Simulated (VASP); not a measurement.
Runs of VASP 6.6.1 on GaN. Symmetry: F-43m, No. 216, cubic system. Conventional cell: a = 4.500 Å, b = 4.500 Å, c = 4.500 Å, α = 90.00°, β = 90.00°, γ = 90.00°. Around Ga (site symmetry -43m) lie 4 N at 1.95 Å. N (site symmetry -43m) has 4 Ga at 1.95 Å as nearest neighbours. The cell was built by a generator and needn't be a form met in nature.

| level | potentials or basis | grid for exact exchange (PRECFOCK) | screening parameter | gap on the mesh (eV) | pressure (GPa) | relaxed volume (Å³/atom) |
| --- | --- | --- | --- | --- | --- | --- |
| PBE | VASP PAW PBE potentials, release 64 (Ga_d, N) | - | - | 1.55 | -0.1 | (a) |
| HSE06 | VASP PAW PBE potentials, release 64 (Ga_d, N) | Fast | 0.2 1/A | 3.05 | 0.0 | (b) |
| LDA | VASP PAW LDA potentials, release 64 (Ga_d, N) | - | - | 1.95 | 0.2 | 11.10 |
| PBEsol | VASP PAW PBE potentials, release 64 (Ga_d, N) | - | - | 1.74 | 0.0 | 11.35 |
| r2SCAN | VASP PAW PBE potentials, release 64 (Ga_d, N) | - | - | (c) | 0.1 | 11.44 |

Alike in all rows: task relaxation of cell and atoms; no spin polarisation; cell relaxed; k mesh 8 × 8 × 8; cutoff (eV) 600; smearing fermi-dirac 0.05 eV.

Problem. Fill in the values left out.

Solution. (a) 11.76; (b) 11.36; (c) 2.12.

Caveats: the PAW data sets were made with another functional, which shifts forces and pressure a little (some runs).

A k mesh can miss the band edges, and the runs leave out spin-orbit coupling on Ga.

Not every run made on this cell is shown here.
